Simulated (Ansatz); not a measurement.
**Charge transition levels of the H interstitial in AlAs, term by term**

Method: Ansatz 0.2.0, DFT PBE, scalar-relativistic, plane waves, PAW. Settings: 420 eV cutoff, 2×2×2 k-mesh, Gaussian smearing of 0.01 eV, collinear spin in charge 0 alone.

Host crystal, relaxed:

```yaml
crystal:
  lattice:
    - [0.00000, 2.86396, 2.86396]
    - [2.86396, 0.00000, 2.86396]
    - [2.86396, 2.86396, 0.00000]
  atoms:
    - { symbol: Al, position: [0.00000, 0.00000, 0.00000] }
    - { symbol: As, position: [0.75000, 0.75000, 0.75000] }
```

The H interstitial was set at (0.250, 0.250, 0.250) of the host cell, in a supercell of 16 sites (376 Å³), relaxed at fixed cell in each charge q. The host's Kohn–Sham gap is 1.50 eV and its static dielectric constant 11.6 (mean). For each charge: the supercell's free energy over the neutral one with q electrons exchanged at the valence band top, F(q) − F(0) + qE_v; the image-charge term; and the term that aligns the potential far from the defect with the host's.

```tsv
q	F(q) − F(0) + qE_v (eV)	image charge (eV)	alignment (eV)
+1	0.132	0.249	-0.082
0	0.000	0.000	0.000
-1	0.336	0.249	-0.044
```

Q: Add the terms and find the levels between neighbouring charges, ε(q/q′) = [A(q′) − A(q)]/(q − q′), with and without the two corrections.

A: A(q): 0.299 eV for +1, 0.000 eV for 0, 0.541 eV for -1.
```tsv
level	corrected (eV over E_v)	uncorrected (eV)
(+1/0)	-0.30	-0.13
(0/-1)	0.54	0.34
```

As a check, a point charge in a simple cubic cell of this volume has q²αe²/(2εL) = 0.245 q² eV (e² = 14.40 eV Å, α = 2.837, L = 7.22 Å); the shape of the real cell can change it somewhat. The term grows as q², so it pushes donor levels down and acceptor levels up. The program doubts the alignment for q = +1, -1, so levels beside it are uncertain by about that term.

Q: Which of these charges is lowest with the Fermi level at the valence band top, at mid-gap and at the conduction band bottom?

A: The line A(q) + qE_F that lies lowest gives the charge: 0 at E_F = 0.00 eV, -1 at E_F = 0.75 eV, -1 at E_F = 1.50 eV. (+1/0) falls outside this Kohn–Sham gap, so the change of charge isn't reached within it; the real gap is usually wider and may hold a localised level, while a level that comes from a carrier in the host's bands only marks the band edge and moves with it. In charge +1, 0 the cell has partly filled levels, from a carrier spread over the host's bands, a defect level that the small cell broadens into a band, or a degenerate defect level that the symmetric start can't split, so the levels beside it are doubtful. In charge +1 the extra carrier sits in the host's bands, sampled away from their edge; a term of -0.30 eV would put the level beside it at that edge (it also undoes corrections that don't apply to a spread carrier) and isn't included above. Charges beyond those computed could lie lower near the band edges.

Q: The neutral defect forms at 1.85 eV with atoms taken from and returned to the elements. What are the formation energies at those three Fermi levels, and what share of sites would hold the defect at 1200 K with E_F at mid-gap, if the host still stood at that temperature?

A: E_f = E_f(0) + A(q) + qE_F = 1.85, 1.64, 0.89 eV. In the dilute limit the share is exp(−E_f/k_BT) = exp(−1.639/0.1034) = 1.3×10⁻⁷, leaving out degeneracy and vibrational entropy. This is the H-rich limit; a poorer supply of H, or a competing compound of it, raises E_f. The small cell and the narrow Kohn–Sham gap leave errors of tenths of an eV or more, which change the share by orders of magnitude.